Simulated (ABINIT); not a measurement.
# Ca (Fm-3m) in ABINIT: settings compared, part 2 of 2

ABINIT 10.8.3 (patched build). The steps go on from the part before.

**4. Elastic constants, LDA (cell relaxed at zero pressure by an earlier run)**

Contents of run.abi:

```
ndtset 2

pp_dirpath "./"
pseudos "Ca.upf"

acell 3*1.0 Angstrom
rprim
     0.0000000000     2.6657499800     2.6657499800
     2.6657499800     0.0000000000     2.6657499800
     2.6657499800     2.6657499800     0.0000000000
ntypat 1
znucl 20
natom 1
typat 1
chkprim 0
chksymtnons 0
tolsym 1.0e-6
xred
            0.0            0.0            0.0

ecut 36.0
ecutsm 0.5

ngkpt 12 12 12
nshiftk 1
shiftk 0.0 0.0 0.0

ixc 7

nband 13
occopt 3
tsmear 0.00734986

nstep 80

prteig 0
prtebands 0
prtwf 0
prtden 0
prtpot 0

kptopt1 1
tolvrs1 1.0e-15
prtwf1 1
tolwfr1 1.0e-14
nbdbuf1 4
nline1 6

rfphon2 1
rfstrs2 3
rfatpol2 1 1
rfdir2 1 1 1
getwfk2 1
kptopt2 2
nqpt2 1
qpt2 0.0 0.0 0.0
tolvrs2 1.0e-8
```

Contents of mrgddb.in:

```
merged_DDB
Ca
2
runo_DS1_DDB
runo_DS2_DDB
```

Contents of anaddb.abi:

```
ddb_filepath "merged_DDB"
output_file "anaddb.abo"
outdata_prefix "ana"
asr 2
chneut 0
dipdip 0
dieflag 0
enunit 0
elaflag 3
instrflag 1
eivec 1
nph1l 1
qph1l 0.0 0.0 0.0 1.0
```

Potentials or basis: PseudoDojo NC SR LDA v0.4.1 standard.

Run with:

```console
> mpirun --bind-to none -np 4 abinit run.abi > log 2>&1
> mrgddb < mrgddb.in > mrgddb.log 2>&1
> anaddb anaddb.abi > anaddb.log 2>&1
```

run.abo:

```text
.Version 10.8.3 of ABINIT
 DATASET    1 : space group Fm -3 m (#225); Bravais cF (face-center cubic)
================================================================================
 Values of the parameters that define the memory need for DATASET  1.
     intxc =       0    ionmov =       0      iscf =       7    lmnmax =       6
     lnmax =       6     mgfft =      40  mpssoang =       3    mqgrid =    3001
     natom =       1  nloc_mem =       1    nspden =       1   nspinor =       1
    nsppol =       1      nsym =      48    n1xccc =    2501    ntypat =       1
    occopt =       3   xclevel =       1
       mpw =        2682          nfft =       64000          nkpt =          72
================================================================================
================================================================================

 DATASET    2 : space group Fm -3 m (#225); Bravais cF (face-center cubic)
================================================================================
 Values of the parameters that define the memory need for DATASET  2 (RF).
     intxc =       0      iscf =       7    lmnmax =       6     lnmax =       6
     mgfft =      40  mpssoang =       3    mqgrid =    3001     natom =       1
  nloc_mem =       1    nspden =       1   nspinor =       1    nsppol =       1
      nsym =      48    n1xccc =    2501    ntypat =       1    occopt =       3
   xclevel =       1
      nfft =       64000          nkpt =         868
================================================================================
[... 574 lines left out ...]
 ---- first-order wavefunction calculations are completed ----

 ==> Compute Derivative Database <==

  Dynamical matrix, in cartesian coordinates,
   if specified in the inputs, asr has been imposed
     j1       j2             matrix element
  dir pert dir pert     real part    imaginary part

  Rigid-atom elastic tensor , in cartesian coordinates,
     j1       j2             matrix element
  dir pert dir pert     real part    imaginary part

   1    4   1    4         0.0008202375         0.0000000000
   1    4   2    4         0.0006037896         0.0000000000
   1    4   3    4         0.0006037896         0.0000000000
[... 11 lines left out ...]
   2    5   2    5         0.0006179498         0.0000000000

   3    5   3    5         0.0006179498         0.0000000000

  Internal strain coupling parameters, in cartesian coordinates,
   zero average net force deriv. has been imposed
     j1       j2             matrix element
  dir pert dir pert     real part    imaginary part

  Phonon wavevector (reduced coordinates) :  0.00000  0.00000  0.00000
 Phonon energies in Hartree :
   0.000000E+00  0.000000E+00  0.000000E+00
 Phonon frequencies in cm-1    :
   0.000000E+00  0.000000E+00  0.000000E+00

== END DATASET(S) ==============================================================
================================================================================

 -outvars: echo values of variables after computation  --------
            acell      1.8897261259E+00  1.8897261259E+00  1.8897261259E+00 Bohr
           etotal1    -3.8676924588E+01
           etotal2     1.5799313598E-01
            fcart1    -0.0000000000E+00 -0.0000000000E+00 -0.0000000000E+00
            fcart2     0.0000000000E+00  0.0000000000E+00  0.0000000000E+00
            rprim      0.0000000000E+00  2.6657499800E+00  2.6657499800E+00
                       2.6657499800E+00  0.0000000000E+00  2.6657499800E+00
                       2.6657499800E+00  2.6657499800E+00  0.0000000000E+00
           strten1    -6.3777558983E-06 -6.3777558983E-06 -6.3777558983E-06
                       0.0000000000E+00  0.0000000000E+00  0.0000000000E+00
           strten2     0.0000000000E+00  0.0000000000E+00  0.0000000000E+00
                       0.0000000000E+00  0.0000000000E+00  0.0000000000E+00
 Calculation completed.
```

anaddb.abo:

```text
.Version 10.8.3 of ANADDB
================================================================================

 -outvars_anaddb: echo values of input variables ----------------------

 Flags :
[... 119 lines left out ...]

  11.0275358  -4.6756917  -4.6756916  -0.0000018   0.0000013  -0.0000006
  -4.6756917  11.0275386  -4.6756936  -0.0000020   0.0000026  -0.0000006
  -4.6756917  -4.6756936  11.0275386  -0.0000020   0.0000013  -0.0000019
   0.0000000  -0.0000000  -0.0000000   5.5003361   0.0000000  -0.0000000
  -0.0000000  -0.0000000  -0.0000000   0.0000000   5.5003347   0.0000000
   0.0000000   0.0000000   0.0000000  -0.0000000   0.0000000   5.5003347

================================================================================

 anaddb : the run completed successfully.
```

It took 10 min on 4 MPI ranks of Arm Neoverse N1, shared host; peak memory 0.76 GiB.

Results:

* Free energy: -1052.4527 eV
* Pressure: 0.2 GPa
* Band gap on the k mesh: none (metal or under the smearing width)

Caveat: the mesh is coarse for a metal's response.

**5. Summary**

```tsv
task	level	potentials or basis	cell	k mesh	cutoff (eV)	smearing	bands in the sums	broadening (eV)	scissor shift (eV)	tensor components	cutoff smearing ecutsm (Ha)	pressure (GPa)
optical spectrum	PBE	PseudoDojo NC SR PBE v0.4.1 standard	as given	8 × 8 × 8, with 4 shifts	707	gaussian 0.1 eV	11	0.15	0	[11]	-	-
optical spectrum	PBEsol	PseudoDojo NC SR PBEsol v0.4.1 standard	as given	8 × 8 × 8, with 4 shifts	762	fermi-dirac 0.2 eV	13	0.05	0	[11]	-	-1.4
elastic constants	LDA	PseudoDojo NC SR LDA v0.4.1 standard	cell relaxed at zero pressure by an earlier run	12 × 12 × 12	980	fermi-dirac 0.2 eV	-	-	-	-	0.5	0.2
```

Alike in all rows: no spin polarisation.

Caveats: the intraband (Drude) term is left out (some runs); spectra need much finer meshes, so this one isn't converged (some runs); independent-particle spectra lack excitons (some runs); the cutoff is short for stress, so the pressure is rough (some runs); the mesh is coarse for a metal's response (some runs).

Absolute energies hang on the potentials; compare differences alone.
